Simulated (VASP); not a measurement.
Here is a VASP 6.6.1 calculation.

The input INCAR:

```
SYSTEM = KTaO3
PREC = Accurate
ENCUT = 600
EDIFF = 1E-6
ISMEAR = 0
SIGMA = 0.03
LREAL = .FALSE.
LASPH = .TRUE.
NELM = 80
ALGO = Normal
ISIF = 3
LWAVE = .FALSE.
LCHARG = .FALSE.
GGA = PE
IVDW = 12
IBRION = 2
NSW = 90
EDIFFG = -0.01
```

KPOINTS

```
regular mesh
0
G
  8 8 8
  0 0 0
```

POSCAR

```
KTaO3
1.0
    3.9883000000      0.0000000000      0.0000000000
    0.0000000000      3.9883000000      0.0000000000
    0.0000000000      0.0000000000      3.9883000000
K Ta O
1 1 3
Direct
    0.5000000000      0.5000000000      0.5000000000
    0.0000000000      0.0000000000      0.0000000000
    0.5000000000      0.0000000000      0.0000000000
    0.0000000000      0.5000000000      0.0000000000
    0.0000000000      0.0000000000      0.5000000000
```

Potentials or basis: VASP PAW PBE potentials, release 64 (K_sv, Ta_pv, O).

The run is started by

```sh
$ cat potpaw_PBE.64/K_sv/POTCAR potpaw_PBE.64/Ta_pv/POTCAR potpaw_PBE.64/O/POTCAR > POTCAR
$ mpirun -np 1 vasp_std > vasp.out
```

(1) Estimate the relaxed cell.

(2) Estimate the band gap on the k mesh.

## Answers

(1) a = 4.007 Å, b = 4.007 Å, c = 4.007 Å, α = 90.00°, β = 90.00°, γ = 90.00°.

(2) 2.15 eV, indirect (least direct gap 2.77 eV).

Caveat: spin-orbit coupling is left out, which moves the levels of the heavy elements.
